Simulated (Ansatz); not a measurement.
## Does this entry for CdTe lie near equilibrium?

The cell is a COD entry.

```xyz
2
Lattice="0.0000 3.1400 3.1400 3.1400 0.0000 3.1400 3.1400 3.1400 0.0000" Properties=species:S:1:pos:R:3 pbc="T T T"
Cd    0.0000    0.0000    0.0000
Te    1.5700    1.5700    1.5700
```

Atoms are numbered from 1 in the order listed; like atoms form one site, named after its first atom.

Level of theory: DFT, PBE, plane waves and PAW, scalar-relativistic, 420 eV cutoff, Γ-centred 12×12×12 k-points, Fermi–Dirac smearing 0.02 eV (Ansatz 0.2.0).

Question: Do the atoms and the cell lie near the calculated equilibrium?

Answer: Not quite. The forces vanish, and the pressure is 8.0 GPa.
